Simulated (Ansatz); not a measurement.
Crystal: Sb.

```
Sb
1.0
    -1.57654    1.57654    2.71194
     1.57654   -1.57654    2.71194
     1.57654    1.57654   -2.71194
Sb
1
Direct
  0.00000 0.00000 0.00000
```

This isn't the form of Sb at room conditions, which is rhombohedral.

```yaml
Program: Ansatz 0.2.0
Task: relaxation of cell and atoms
Functional: PBEsol
Potentials_or_basis: Ansatz PAW
Cutoff: "420 eV (not typed: the program's choice for these potentials)"
k_mesh: 12 × 12 × 12
Occupations: fermi-dirac, width 0.05 eV
Spin: no spin polarisation
```

At the start: volume 26.96 Å³/atom.

**Question.** Where does the relaxation end?

**Answer.** It ends after 7 steps and the volume is 26.31 Å³/atom (-2.4 %); space group I4/mmm (No. 139, to 0.05 Å).

The path:
| step | energy change (eV) | largest force (eV/Å) | volume (Å³) |
| --- | --- | --- | --- |
| 1 | 0.0000 | 0.0000 | 26.96 |
| 2 | -0.0026 | 0.0000 | 26.21 |
| 3 | -0.0036 | 0.0000 | 26.33 |
| 4 | -0.0055 | 0.0000 | 26.40 |
| 5 | -0.0060 | 0.0000 | 26.33 |
| 6 | -0.0060 | 0.0000 | 26.31 |
| 7 | -0.0058 | 0.0000 | 26.31 |

Final structure:
```cif
data_structure
_symmetry_space_group_name_H-M 'P 1'
_symmetry_Int_Tables_number 1
_cell_length_a 3.4395
_cell_length_b 3.4395
_cell_length_c 3.4395
_cell_angle_alpha 124.945
_cell_angle_beta 124.945
_cell_angle_gamma 81.629
_cell_volume 26.31
loop_
_atom_site_label
_atom_site_type_symbol
_atom_site_fract_x
_atom_site_fract_y
_atom_site_fract_z
_atom_site_occupancy
Sb1 Sb 0.00000 0.00000 0.00000 1
```

Caveat: the plane-wave basis is chosen anew once the cell has moved, so the energies of steps on either side of that aren't comparable; the PAW data sets come from PBE, with cores solved anew for the run's functional, which leaves a small shift of forces and pressure.
